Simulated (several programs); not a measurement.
**Sb2Se3 (tetradymite): methods side by side**

Sb2Se3 built on the tetradymite prototype, relaxed with r2SCAN+rVV10 in Ansatz, was computed with several methods. The symmetry is R-3m (No. 166, trigonal); a = 4.026 Å, c = 28.991 Å in the conventional setting, 27.14 Å³ an atom. Sb is surrounded by 6 Se at 2.79–2.99 Å; Se is surrounded by 3 Sb at 2.79 Å; Se is surrounded by 6 Sb at 2.99 Å. No spin polarisation and no zero-point or thermal motion; the cell was built from a prototype and may be hypothetical.

```xyz
5
Lattice="2.0132 1.1623 9.6638 -2.0132 1.1623 9.6638 0.0000 -2.3246 9.6638" Properties=species:S:1:pos:R:3 pbc="T T T"
Sb    0.0000    0.0000   11.5390
Sb    0.0000    0.0000   17.4524
Se    0.0000    0.0000    6.2414
Se    0.0000    0.0000   22.7500
Se    0.0000    0.0000    0.0000
```

Gaps and times are for a single point on this cell; volume and bulk modulus come from each method's own relaxation or energy curve at fixed shape, which is too stiff where a cell has free coordinates or axes. Times are rough, from shared hosts (AMD EPYC 7R13 Processor; AMD EPYC 9R45 96-Core Processor; Intel Xeon Platinum 8488C), and each method has its own mesh and cell size. A double dagger marks a value from a curve with shape and coordinates held. Gaps from k meshes are read at a limited set of points (mesh, symmetry points, PBE's band edges), so each method's own least gap may be somewhat smaller. Minimal bases can be far off for gaps. Times of the plane-wave ladder aren't listed, since it ran on unlike processors and cards. Curves at held shape can't give the bulk modulus of a layered or molecular crystal, so none is listed. d marks a direct gap, i an indirect one (no mark: not told apart), a dash a value that wasn't computed or didn't pass its checks.

```json
{"method": "PBE-D3(BJ)", "kind": "semilocal", "gap (eV)": "–", "own volume (Å³/atom)": "26.25", "bulk modulus (GPa)": "–", "atoms computed": "5", "processor time": "–"}
{"method": "r2SCAN+rVV10", "kind": "semilocal", "gap (eV)": "–", "own volume (Å³/atom)": "27.14", "bulk modulus (GPa)": "–", "atoms computed": "5", "processor time": "–"}
{"method": "PBE-D4", "kind": "semilocal", "gap (eV)": "–", "own volume (Å³/atom)": "26.22", "bulk modulus (GPa)": "–", "atoms computed": "5", "processor time": "–"}
{"method": "light PBE (260 eV and a coarse mesh)", "kind": "light plane-wave", "gap (eV)": "0.02 d", "own volume (Å³/atom)": "–", "bulk modulus (GPa)": "–", "atoms computed": "5", "processor time": "1.2 s"}
{"method": "PBE", "kind": "semilocal", "gap (eV)": "0", "own volume (Å³/atom)": "–", "bulk modulus (GPa)": "–", "atoms computed": "5", "processor time": "–"}
{"method": "r2SCAN", "kind": "semilocal", "gap (eV)": "0.17 d", "own volume (Å³/atom)": "–", "bulk modulus (GPa)": "–", "atoms computed": "5", "processor time": "–"}
{"method": "LDA", "kind": "semilocal", "gap (eV)": "0.08 d", "own volume (Å³/atom)": "–", "bulk modulus (GPa)": "–", "atoms computed": "5", "processor time": "–"}
{"method": "HSE06", "kind": "hybrid", "gap (eV)": "0.30 d", "own volume (Å³/atom)": "–", "bulk modulus (GPa)": "–", "atoms computed": "5", "processor time": "–"}
{"method": "PBE/SZV (CP2K)", "kind": "small basis", "gap (eV)": "0.09 d", "own volume (Å³/atom)": "–", "bulk modulus (GPa)": "–", "atoms computed": "5", "processor time": "46 s"}
{"method": "PBE0", "kind": "hybrid", "gap (eV)": "0.78 d", "own volume (Å³/atom)": "–", "bulk modulus (GPa)": "–", "atoms computed": "5", "processor time": "–"}
{"method": "PBE/DZVP (CP2K)", "kind": "small basis", "gap (eV)": "0", "own volume (Å³/atom)": "28.35‡", "bulk modulus (GPa)": "–", "atoms computed": "5", "processor time": "67 s"}
{"method": "PBE+SOC", "kind": "semilocal", "gap (eV)": "0.10 d", "own volume (Å³/atom)": "–", "bulk modulus (GPa)": "–", "atoms computed": "5", "processor time": "–"}
```

Against HSE06 (0.30 eV) and with closed or daggered gaps left aside, the nearest gap at the points sampled is that of r2SCAN (-0.13 eV) and the farthest that of PBE0 (+0.48 eV). HSE06 is only a yardstick of convenience, and nearness to it can be luck.

With PBE the bands overlap or touch, or nearly. Semilocal functionals can close a real gap, so this doesn't show a metal; small gaps of other methods may in turn close between the points read or with spin-orbit coupling, and the solid may be a semimetal.

Only the rows marked +SOC include spin-orbit coupling.
